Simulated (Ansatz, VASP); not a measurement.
**Two plane-wave programs on Si**

```
CELL_PARAMETERS angstrom
2.65350 0.00000 0.00000
-1.32675 2.29799 0.00000
0.00000 0.00000 2.43893
ATOMIC_POSITIONS crystal
Si 0.00000 0.00000 0.00000
```

Alike in both runs: functional r2SCAN; k mesh 9 × 9 × 6; occupations gaussian, width 0.1 eV; no spin polarisation.

Ansatz relaxed the structure, and its values are those at the end. VASP's run is a single point on that final structure, the one shown.

|  | VASP | Ansatz |
| --- | --- | --- |
| version | VASP 6.6.1 | Ansatz 0.2.0 |
| potentials or method | VASP PAW PBE potentials, release 64 (Si) | scalar-relativistic, plane waves, PAW |
| plane-wave cutoff (eV) | 520 | 500 |
| valence electrons in the cell | 4 | 4 |

Ansatz gave:

```
gap on the k mesh at the Fermi level (eV) : none
pressure (GPa)                            : 0.0
```

Estimate VASP's values.

gap on the k mesh at the Fermi level (eV): none; pressure (GPa): -0.1.

A gap of «none» marks a metal or a gap that the smearing closes.

Caveats: the k mesh is coarse (spacing up to 0.43 Å⁻¹), so the values aren't converged; the PAW data sets were made with another functional, which shifts forces and pressure a little (VASP).
